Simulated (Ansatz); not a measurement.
# Ionic part of the dielectric constant of BN at 12 GPa, mode by mode

All numbers below come from DFT PBEsol, scalar-relativistic, plane waves, PAW in Ansatz 0.2.0. Settings: 420 eV plane-wave cutoff, Γ-centred 12×12×12 mesh, fixed occupations. No spin polarisation. Phonons by linear response, acoustic sum rule imposed.

Symmetry: R3m, No. 160, trigonal system. The conventional cell has a = 2.483 Å, b = 2.483 Å, c = 8.374 Å, α = 90.00°, β = 90.00°, γ = 120.00°. B (site symmetry 3m) has 3 N at 1.43 Å as nearest neighbours. Around N (site symmetry 3m) lie 3 B at 1.43 Å.

The crystal is built of layers and no dispersion correction was added, so the binding between them is poorly described, and with it their spacing and whatever depends on it.

The primitive cell has V = 14.90 Å³ and ε∞,zz = 3.702. Each polar mode adds Δε = (4.92064×10⁷/V)·S/ν² along z, with S its oscillator strength in e²/amu, ν in cm⁻¹ and V in Å³.

Question: From these modes, find each Δε and ε0,zz.
```json
{"ν (cm⁻¹)": "679.3", "S_zz (e²/amu)": "0.2037"}
{"ν (cm⁻¹)": "1410.2", "S_zz (e²/amu)": "0.01251"}
```

Answer:
```json
{"ν (cm⁻¹)": "679.3", "Δε": "1.46"}
{"ν (cm⁻¹)": "1410.2", "Δε": "0.02"}
```

The sum is 1.478, so ε0,zz = 5.18; the run's tensor has 5.18.

Question: Where do the longitudinal modes lie for a wave vector along z?

Answer: At 801, 1415 cm⁻¹. The Lyddane–Sachs–Teller product Π(ν_LO/ν_TO)² = 1.40 matches ε0/ε∞ = 1.40.

This form isn't the usual stable structure of the compound at low pressure.

Cost: 1 run of about 2.2 core-minutes, on Intel Xeon Processor @ 2.50GHz (Skylake/Cascade Lake) (shared hosts).